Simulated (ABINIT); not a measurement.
BN:

```
N B
1.0
     2.49824    0.00000    0.00000
    -1.24912    2.16354    0.00000
     0.00000    0.00000    6.63570
N B
2 2
Direct
  0.66667 0.33333 0.25000
  0.33333 0.66667 0.75000
  0.66667 0.33333 0.75000
  0.33333 0.66667 0.25000
```

Program: ABINIT 10.8.3 (patched build). Alike in all runs: no spin polarisation; cell as given; smearing fermi-dirac 0.05 eV.

Task: Order these runs on this cell by their band gap on the k mesh, lowest first.
A. level BP86; potentials or basis JTH PAW PBE v2.0; k mesh 12 × 12 × 4; cutoff (eV) 707; fine-grid cutoff 1306.15 eV; mesh quality not flagged
B. level r2SCAN; potentials or basis JTH PAW PBE v2.0; k mesh 10 × 10 × 3; cutoff (eV) 844; fine-grid cutoff 1442.2 eV; mesh quality not flagged
C. level r2SCAN; potentials or basis JTH PAW PBE v2.0; k mesh 7 × 7 × 2; cutoff (eV) 844; fine-grid cutoff 1442.2 eV; mesh quality coarse
D. level LDA; potentials or basis JTH PAW LDA v2.0; k mesh 12 × 12 × 4; cutoff (eV) 680; fine-grid cutoff 1278.94 eV; mesh quality not flagged

Result: D (4.09 eV), A (4.29 eV), B (4.81 eV), C (5.09 eV).

Caveats: some runs use coarse meshes; the atomic spheres overlap; an odd mesh through Γ misses points on the zone boundary, where band edges often lie (some runs).

A k mesh can miss the band edges, odd and even meshes differently.

Runs at the PBE level aren't shown here.
